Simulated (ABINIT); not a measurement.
ZrB2:

```
Zr B
1.0
     3.17000    0.00000    0.00000
    -1.58500    2.74530    0.00000
     0.00000    0.00000    3.53300
Zr B
1 2
Cartesian
  0.0000 0.0000 0.0000
  1.5850 0.9151 1.7665
  0.0000 1.8302 1.7665
```

Base run:

```yaml
Program: ABINIT 10.8.3 (patched build)
Functional: AM05
Potentials_or_basis: JTH PAW PBE v2.0
Cutoff: 544 eV
k_mesh: 10 × 10 × 8
Occupations: fermi-dirac, width 0.05 eV
Spin: no spin polarisation
```

Its results: band gap on the k mesh none (metal or under the smearing width); pressure -5.0 GPa.

Q: The run is repeated on the same cell with these changes: functional from AM05 to BLYP. What comes out?

A: Band gap on the k mesh none (metal or under the smearing width); pressure 7.0 GPa.

BLYP binds less tightly than AM05, so the same cell stands under more pressure.

Caveats: the PAW data sets were made with another functional, which shifts forces and pressure a little.

Not every run made on this cell is shown here.
